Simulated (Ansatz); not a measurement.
# MgB2: properties at the relaxed cell

One table from this session's results is given with a row withheld; the runs are named, their logs left out.

Computed with Ansatz 0.2.0 (DFT PBEsol, scalar-relativistic, plane waves, PAW, unless a step's input says otherwise).

1 further run of the same task is left out (set aside as unsound or not needed).

## Starting point

The structure is hexagonal, space group P6/mmm (No. 191). The conventional cell has a = 3.065 Å, b = 3.065 Å, c = 3.495 Å, α = 90.00°, β = 90.00°, γ = 120.00°. Mg (site symmetry 6/mmm) is surrounded by 12 B at 2.49 Å. Around B (site symmetry -6m2) lie 3 B at 1.77 Å and 6 Mg at 2.49 Å.

Structure file:

```
Mg B
1.0
     3.06475    0.00000    0.00000
    -1.53237    2.65415    0.00000
     0.00000    0.00000    3.49501
Mg B
1 2
Cartesian
  0.0000 0.0000 0.0000
  0.0000 1.7694 1.7475
  1.5324 0.8847 1.7475
```

This cell was relaxed beforehand with the same method: volume 9.48 Å³/atom, gap on the mesh none (metal).

The first run:

input.yaml

```yaml
crystal:
  lattice:
    - [3.0647459415, 0.0, 0.0]
    - [-1.5323729708, 2.6541478415, 0.0]
    - [0.0, 0.0, 3.4950068831]
  atoms:
    - { symbol: Mg, position: [0.0, 0.0, 0.0] }
    - { symbol: B, position: [0.3333333333, 0.6666666667, 0.5] }
    - { symbol: B, position: [0.6666666667, 0.3333333333, 0.5] }
basis:
  ecutwfc: 420
kpoints:
  mp_grid: { grid: [18, 18, 12] }
  band_path:
    path:
      - [[0.0, 0.0, 0.0], [0.5, 0.0, 0.0], [0.33333333, 0.33333333, 0.0], [0.0, 0.0, 0.0], [0.0, 0.0, 0.5], [0.5, 0.0, 0.5], [0.33333333, 0.33333333, 0.5], [0.0, 0.0, 0.5]]
      - [[0.5, 0.0, 0.5], [0.5, 0.0, 0.0]]
      - [[0.33333333, 0.33333333, 0.5], [0.33333333, 0.33333333, 0.0]]
    npoints: 14
hamiltonian:
  xc: pbesol
scf:
  occupations: { method: gaussian, width: 0.1 }
  n_extra_bands: 7
output:
  forces: true
  stress: true
  eigenvalues: true
  populations: true
  dos: { projected: true, de: 0.02, nscf_kmesh: { grid: [27, 27, 18] } }
  bader: true
  write_density: true
  write_potential: true
  elf: true
  volumetric_format: npy
```

Launch:

```
$ ansatz run input.yaml --threads 1 --pin off --max-ram 2560MiB --backend cpu --events-out ev --progress --plain --runs-dir out
```

Steps of the session up to this table: Static run: bands, density of states and charges; The cell as listed, for comparison; Volume × 0.97; Point at V/V0 = 1.03; The cell scaled to 0.94 of its volume; Volume × 1.06; Volume × 0.91; Point at V/V0 = 1.10; Volume × 0.88.

One table of the session follows, with a row left open; its other results are not shown here.

It belongs to the step «Fit of the equation of state». 

```
volume (Å³/atom)  energy above the lowest point (meV/atom)  pressure (GPa)
           8.339                                      76.2           23.70
           8.624                                      40.7           16.46
           8.908                                         ?               ?
           9.192                                       4.1            4.72
           9.476                                       0.0           -0.02
           9.761                                       3.8           -4.11
          10.045                                      14.4           -7.70
          10.424                                      37.6          -11.77
```

Q: Estimate the row for volume (Å³/atom) = 8.908 from the others.

Worked estimate for «energy above the lowest point (meV/atom)». A straight line through the neighbours (8.624, 40.7) and (9.192, 4.1) gives 40.7 + (4.1 − 40.7) × (8.908 − 8.624) / (9.192 − 8.624) = 22.4; a parabola fitted to 4 rows on both sides gives 17.2.

**Answer.** energy above the lowest point (meV/atom): 17.2; pressure (GPa): 10.19. In «energy above the lowest point (meV/atom)» the line misses by +5.2 and the parabola by 0.0.
